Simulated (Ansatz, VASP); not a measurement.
One calculation of K, two programs

```
CELL_PARAMETERS angstrom
4.41866 0.00000 0.00000
0.00000 4.41866 0.00000
0.00000 0.00000 4.41866
ATOMIC_POSITIONS crystal
K 0.00000 0.00000 0.00000
```

Alike in both runs: task single point; functional PBEsol; k mesh 8 × 8 × 8; occupations fermi-dirac, width 0.1 eV; no spin polarisation.

|  | VASP | Ansatz |
| --- | --- | --- |
| version | VASP 6.6.1 | Ansatz 0.2.0 |
| potentials or method | VASP PAW PBE potentials, release 64 (K_sv) | plane waves (420 eV) with PAW, scalar-relativistic |
| plane-wave cutoff (eV) | 520 | 420 |
| valence electrons in the cell | 9 | 9 |

```csv
,VASP,Ansatz,Ansatz less VASP
pressure (GPa),-0.3,-0.3,+0.01
```

Ansatz warned: «pseudo_functional_mismatch».

Caveats: the PAW data sets were made with another functional, which shifts forces and pressure a little (VASP).
